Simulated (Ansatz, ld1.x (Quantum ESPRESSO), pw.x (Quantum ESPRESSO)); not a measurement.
# Sn (Z = 50): does the ultrasoft potential hold in the solid?

Sn (Z = 50), ultrasoft, made with ld1.x (Quantum ESPRESSO) 7.5 (PBE, scalar-relativistic). Core [Kr] 4d10, reference 5s2 5p2. Waves: 5s (bound): rcut 1.90, rcutus 2.20 bohr; 5s channel at -0.3 Ry: rcut 1.90, rcutus 2.20 bohr; 5p (bound): rcut 2.35, rcutus 3.05 bohr; 5p channel at 0.35 Ry: rcut 2.35, rcutus 3.05 bohr; 5d channel at 0.1 Ry: rcut 2.65, rcutus 3.15 bohr; 5d channel at 0.95 Ry: rcut 2.65, rcutus 3.15 bohr. Local part: all-electron potential smoothed inside 1.75 bohr (lloc = -2). Core correction: none. Augmentation charge: PSQ, radius 1.70 bohr.

Crystal test: sc Sn in pw.x 7.5, no spin, 11³ k-points, Fermi–Dirac smearing 0.01 Ry, cutoffs 40/320 Ry. The reference is all-electron LAPW (Ansatz 0.2.0) with the same functional, mesh and smearing; V0 and B0 come from Birch–Murnaghan fits to the pressures at five volumes. Errors are pseudo minus all-electron; Δ is the rms difference of the E(V) curves that follow from these fits, minima aligned, over ±6 % about the mean V0. Mesh and smearing are coarse, so the numbers serve the comparison and aren't converged zero-temperature values; the lattice is a test structure that the element need not adopt.

```json
{"V (Å³/atom)": "28.358", "P all-electron (GPa)": "2.11", "P pseudo (GPa)": "3.10"}
{"V (Å³/atom)": "29.104", "P all-electron (GPa)": "0.76", "P pseudo (GPa)": "1.70"}
{"V (Å³/atom)": "29.850", "P all-electron (GPa)": "-0.40", "P pseudo (GPa)": "0.33"}
{"V (Å³/atom)": "30.596", "P all-electron (GPa)": "-1.41", "P pseudo (GPa)": "-0.79"}
{"V (Å³/atom)": "31.343", "P all-electron (GPa)": "-2.28", "P pseudo (GPa)": "-1.71"}
```

All-electron: a0 = 3.093 Å (V0 = 29.58 Å³/atom), B0 = 45.2 GPa.

Pseudopotential: mean pressure error (GPa): +0.77; a0 (Å): 3.110; a0 error (%): +0.56; B0 error (%): +2.0; Δ (meV/atom): 5.0. The largest radius (3.15 bohr) exceeds half the bond length (2.93 bohr), so the spheres overlap, which is one possible source of error among others. This is a poor potential for the solid.

At the middle volume, how do free energy and pressure move when the wave cutoff is lowered (ecutrho held at 320 Ry)?

```json
{"cutoff (Ry)": "18", "shift of F (meV/atom)": "+1.3", "shift of P (GPa)": "-0.03"}
{"cutoff (Ry)": "24", "shift of F (meV/atom)": "+0.8", "shift of P (GPa)": "-0.02"}
{"cutoff (Ry)": "32", "shift of F (meV/atom)": "+0.1", "shift of P (GPa)": "-0.00"}
```

Input at the middle volume:

```
&control
  calculation='scf', prefix='x', pseudo_dir='./', outdir='./tmp', tstress=.true., disk_io='low'
/
&system
  ibrav=0, nat=1, ntyp=1, ecutwfc=40, ecutrho=320, nbnd=9,
  occupations='smearing', smearing='fd', degauss=0.01
/
&electrons
  conv_thr=1e-09, mixing_beta=0.4, electron_maxstep=70
/
ATOMIC_SPECIES
Sn 1.0 Sn.UPF
CELL_PARAMETERS angstrom
  3.10204513 0.00000000 0.00000000
  0.00000000 3.10204513 0.00000000
  0.00000000 0.00000000 3.10204513
ATOMIC_POSITIONS crystal
Sn 0.0000 0.0000 0.0000
K_POINTS automatic
11 11 11 0 0 0
```

```bash
pw.x < Sn.scf.in > Sn.scf.out
```

Lines of the output:

```
Message from routine setup:
     using ibrav=0 with symmetry is DISCOURAGED, use correct ibrav instead
     lattice parameter (alat)  =       5.8620  a.u.
     unit-cell volume          =     201.4378 (a.u.)^3
     number of electrons       =         4.00
     number of Kohn-Sham states=            9
     kinetic-energy cutoff     =      40.0000  Ry
     charge density cutoff     =     320.0000  Ry
     scf convergence threshold =      1.0E-09
     Exchange-correlation= PBE
     number of k points=    56  Fermi-Dirac smearing, width (Ry)=  0.0100
     iteration #  1     ecut=    40.00 Ry     beta= 0.40
     total energy              =      -7.01084467 Ry
     estimated scf accuracy    <       0.00156527 Ry
     iteration #  2     ecut=    40.00 Ry     beta= 0.40
     total energy              =      -7.01115933 Ry
     estimated scf accuracy    <       0.00059571 Ry
     iteration #  3     ecut=    40.00 Ry     beta= 0.40
     total energy              =      -7.01118378 Ry
     estimated scf accuracy    <       0.00000200 Ry
     iteration #  4     ecut=    40.00 Ry     beta= 0.40
     c_bands:  1 eigenvalues not converged
     total energy              =      -7.01118445 Ry
     estimated scf accuracy    <       0.00000003 Ry
     iteration #  5     ecut=    40.00 Ry     beta= 0.40
     total energy              =      -7.01118445 Ry
     estimated scf accuracy    <          4.2E-09 Ry
     iteration #  6     ecut=    40.00 Ry     beta= 0.40
     the Fermi energy is     5.2205 ev
!    total energy              =      -7.01118445 Ry
     estimated scf accuracy    <          9.9E-11 Ry
     smearing contrib. (-TS)   =      -0.00308963 Ry
     The total energy is F=E-TS. E is the sum of the following terms:
     one-electron contribution =       2.65082140 Ry
     hartree contribution      =       0.16627470 Ry
     xc contribution           =      -2.08096746 Ry
     ewald contribution        =      -7.74422346 Ry
     convergence has been achieved in   6 iterations
          total   stress  (Ry/bohr**3)                   (kbar)     P=        3.27
```

The run at the middle volume (56 k-points, 6 iterations) took about 5.1 s on one core of a shared host (Neoverse-V2, 96 threads, 742 GiB, load 74).
